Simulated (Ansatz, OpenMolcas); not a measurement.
## How basis sets differ on CH4N2O (urea)

CH4N2O: 8 atoms, total charge 0, spin state singlet. SMILES: `NC(N)=O`. The shape is that of a PBE0-D4/def2-TZVP optimisation. This is one conformer, not always the lowest.

Quantity: the atomisation enthalpy at 298 K, in kJ/mol. The values are calculated. The thermal term (zero-point and 298 K enthalpy, harmonic and unscaled) is that of PBE0-D4/def2-TZVP; the spin-orbit lowering of the free atoms at 298 K, 0.4 kJ/mol by their spectra, is taken off.

**What was measured.** CRC Handbook of Chemistry and Physics; in doubt: it may be an older value or an estimate gives the atomisation enthalpy at 298 K of the gas as 3029 kJ/mol.

```
          level  kind     program  value (kJ/mol)  computed − measured  CPU time (all runs)
       PBE/MINI   GGA      Ansatz            2157                 -872               0.53 s
    PBE/LANL2DZ   GGA      Ansatz            2929                 -100               0.84 s
       PBE/MIDI   GGA      Ansatz            2903                 -126               0.67 s
 PBE/def2-mTZVP   GGA      Ansatz            3087                  +58                1.3 s
PBE/def2-mTZVPP   GGA      Ansatz            3156                 +127                1.4 s
  PBE/def2-SVPD   GGA  OpenMolcas            3205                 +176                 73 s
  PBE/def2-TZVP   GGA      Ansatz            3138                 +109                1.8 s
  PBE/def2-QZVP   GGA      Ansatz            3148                 +119                4.5 s
```

Nearest: PBE/def2-mTZVP (+58 kJ/mol); farthest: PBE/MINI (-872 kJ/mol). Without the sets that lack polarisation functions the rows with a basis span only 3087 to 3205 kJ/mol. CPU times are rough (shared hosts, several kinds of processor): they show what a rung costs within a factor of a few.
